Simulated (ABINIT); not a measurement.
I:

```
CELL_PARAMETERS angstrom
0.00000 2.36560 3.90984
2.19225 0.00000 3.90984
2.19225 2.36560 0.00000
ATOMIC_POSITIONS crystal
I 0.00000 0.00000 0.00000
```

Base run:

* Program: ABINIT 10.8.3 (patched build)
* Functional: PBEsol
* Potentials or basis: PseudoDojo NC SR PBEsol v0.4.1 standard
* Cutoff: 952 eV
* k mesh: 9 × 9 × 9
* Occupations: fermi-dirac, width 0.05 eV
* Spin: no spin polarisation

Its results: band gap on the k mesh none (metal or under the smearing width); pressure -1.4 GPa.

Task: The run is repeated on the same cell with these changes: functional from PBEsol to LDA-PZ; potentials or basis from PseudoDojo NC SR PBEsol v0.4.1 standard to JTH PAW LDA v2.0; cutoff from 952 eV to 408 eV. What comes out?

Result: Band gap on the k mesh none (metal or under the smearing width); pressure -2.3 GPa.

Caveats: an odd number of electrons without spin polarisation forces a metal; a magnetic or distorted state may lie lower.

Not every run made on this cell is shown here.
